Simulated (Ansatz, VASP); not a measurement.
# C in VASP and in Ansatz

```
C
1.0
     2.43377    0.00000    0.00000
    -1.21689    2.10771    0.00000
     0.00000    0.00000    2.21032
C
2
Direct
  0.33333 0.66667 0.25000
  0.66667 0.33333 0.75000
```

Alike in both runs: functional PBE; k mesh 22 × 22 × 12; occupations fermi-dirac, width 0.1 eV; no spin polarisation.

Ansatz relaxed the structure, and its values are those at the end. VASP's run is a single point on that final structure, the one shown.

```csv
,VASP,Ansatz
version,VASP 6.6.1,Ansatz 0.2.0
potentials or method,"VASP PAW PBE potentials, release 64 (C), cutoff 520 eV","all-electron LAPW, scalar-relativistic"
```

|  | VASP | Ansatz | Ansatz less VASP |
| --- | --- | --- | --- |
| pressure (GPa) | 21.4 | 21.0 | -0.35 |

Ansatz ran all-electron here, so the differences hold the error of VASP's frozen core and of both bases.

Caveats: so large a pressure means that the cell lies far from this level's equilibrium, or that cutoff or potentials fall short (VASP).
